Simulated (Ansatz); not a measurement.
A trial cell of C, before relaxation:

```xyz
6
Lattice="2.4645 0.0000 0.0000 0.1825 2.9547 0.0000 0.7063 1.1946 3.4145" Properties=species:S:1:pos:R:3 pbc="T T T"
C     2.8598    3.7977    2.5758
C     0.4935    0.3516    0.8387
C     1.3209    1.8103    2.7948
C     2.5254    2.3456    2.2937
C     0.8279    1.8037    1.1208
C     2.0324    2.3390    0.6197
```

The calculation used DFT PBE, scalar-relativistic, plane waves, PAW in Ansatz. Cutoff 420 eV, Gaussian smearing, Γ-centred meshes. Cell and atoms relax first on a coarse mesh and then on a finer one. In between, the cell is made exact in the group found at 0.06 Å. In metals the finer mesh still leaves noise of several meV/atom or more. The steps can't lower the symmetry of their start. No spin polarisation in the relaxation; trial moments died out in a coarse test.

A guess keeps its type if space group and coordination stay and the shape of the cell changes little (axis ratios within about 15 %, angles within 6°); the volume may change.

Q: Does it keep its structure type, or change into something else?

A: It doesn't keep its type. The symmetry goes from P-1 (No. 2) to C2/m (No. 12). The volume per atom grows by 54.1 %, from 4.1 to 6.4 Å³. The shortest distance goes from 1.41 Å (C–C) to 1.49 Å (C–C). Counting neighbours within 15 % of an atom's shortest distance, the start has C 4/5 and the end C 3/4. In detail, at the end around C on its first site lie 3 C at 1.49–1.52 Å; C on its second site is surrounded by 4 C at 1.51–1.56 Å; around C on its third site lie 4 C at 1.49–1.56 Å.

```
CELL_PARAMETERS angstrom
3.56403 -1.23768 0.00000
3.56403 1.23768 0.00000
-3.07126 0.00000 4.34308
ATOMIC_POSITIONS crystal
C 0.82394 0.82394 0.84225
C 0.17606 0.17606 0.15775
C 0.02031 0.02031 0.80791
C 0.56906 0.56906 0.67549
C 0.43094 0.43094 0.32451
C 0.97969 0.97969 0.19209
```

Energies count from the standard state of C at the same level.

Q: At what energy does it end?

A: +0.71 eV/atom. It lies above the standard state, so it could only be metastable.

The last run used a 16×16×10 mesh (in the run's order of axes) for its 6-atom cell and Gaussian smearing of 0.10 eV. The reference form of C is held partly by dispersion forces, which this level lacks. A structure relaxed within its symmetry needn't be a true minimum. Another cell of C relaxed alike, in Fmmm, lies 0.71 eV/atom lower, so this cell isn't the stable form at this level.

In counts of neighbours, a slash parts the counts of unlike sites.
